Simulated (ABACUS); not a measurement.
CuI (Marshite):

```
I Cu
1.0
    -3.03150    0.00000    3.03150
     0.00000    3.03150    3.03150
    -3.03150    3.03150    0.00000
I Cu
1 1
Cartesian
  0.0000 0.0000 0.0000
  -1.5157 1.5157 1.5157
```

Base run:

```yaml
Program: ABACUS 3.10.1
Functional: revTPSS
Potentials_or_basis: SG15 ONCV 1.2 PBE
Cutoff: 1442 eV
Density_cutoff: 5769 eV
Basis: plane waves
k_mesh: 5 × 5 × 5
Occupations: fermi-dirac, width 0.05 eV
Spin: no spin polarisation
```

Its results: band gap on the k mesh 1.28 eV, direct; pressure -1.1 GPa.

Problem. The run is repeated on the same cell with these changes: functional from revTPSS to r2SCAN. What comes out?

Solution. Band gap on the k mesh 1.62 eV, direct; pressure -0.3 GPa.

Caveats: the potentials were made for another functional, which shifts forces and pressure; spin-orbit coupling is left out, which moves the levels of the heavy elements; an odd mesh through Γ misses points on the zone boundary, where band edges often lie.

Not every run made on this cell is shown here.
